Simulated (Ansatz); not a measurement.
## Pb under changes of volume

One of the cells (30.323 Å³/atom); the others are scaled copies at fixed shape and fractional positions:

```
Pb
1.0
     0.00000    2.47502    2.47502
     2.47502    0.00000    2.47502
     2.47502    2.47502    0.00000
Pb
1
Cartesian
  0.0000 0.0000 0.0000
```

- Program: Ansatz 0.2.0
- Functional: PBE
- Potentials or basis: PseudoDojo standard (PBE files)
- Cutoff: 850 eV
- Density cutoff: 3400 eV
- k mesh: 9 × 9 × 9
- Occupations: fermi-dirac, width 0.05 eV
- Spin: no spin polarisation

| volume (Å³/atom) | energy over the lowest point (meV/atom) | pressure (GPa) |
| --- | --- | --- |
| 28.503 | 52.99 | 5.8 |
| 29.110 | 33.50 | 4.5 |
| 29.716 | ? | ? |
| 30.323 | 8.92 | 2.1 |
| 30.929 | 2.76 | 1.2 |
| 31.535 | 0.00 | 0.3 |
| 32.142 | 0.20 | -0.4 |

Task: What does the run at 29.716 Å³/atom give?

Result: Energy over the lowest point 18.98 meV/atom; pressure 3.2 GPa.

Worked out: A Birch-Murnaghan fit of order 3 (a polynomial in V^(-2/3)) to the other rows has its minimum at 31.79 Å³/atom with B0 = V·E''(V) = 39 GPa and B' = 5.8. It gives 19.02 meV/atom at 29.716 Å³/atom, against the run's 18.98, and -dE/dV = 3.2 GPa, against 3.2.

Energies are extrapolated to zero smearing.
